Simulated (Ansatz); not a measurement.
A run of Ansatz 0.2.0:

Contents of input.yaml:

```yaml
crystal:
  lattice:
    - [3.5243661423, 0.0, 0.0]
    - [-1.7621830712, 3.0521906115, 0.0]
    - [0.0, 0.0, 11.49524181]
  atoms:
    - { symbol: Pb, position: [0.679131, 0.341289, 0.751027] }
    - { symbol: Pb, position: [-0.015633, -0.003635, 0.503753] }
    - { symbol: Pb, position: [0.34123, 0.680854, 0.253854] }
    - { symbol: Pb, position: [0.002417, 0.001633, 0.001465] }
hamiltonian:
  xc: pbesol
  pseudopotentials: { kind: paw }
kpoints:
  mp_grid: { grid: [9, 9, 3] }
scf:
  occupations: { method: fermi_dirac, width: 0.05 }
output:
  forces: true
  stress: true
  eigenvalues: true
```

Potentials or basis: Ansatz PAW.

The run is started by

```sh
$ ansatz run input.yaml --threads 2 --pin off --max-ram 5632MiB --backend cpu --events-out ev --progress --plain --runs-dir out
```

Hardware: 2 threads of Intel(R) Xeon(R) 6975P-C (Granite Rapids) (shared host).

Q: How long does it take, and how much memory?

A: It took 16 s on 2 threads of Intel(R) Xeon(R) 6975P-C (Granite Rapids), with other jobs on the host, peak memory 0.65 GiB. Counts: scf iterations 8, plane waves 2385, k points 122, bands 34.
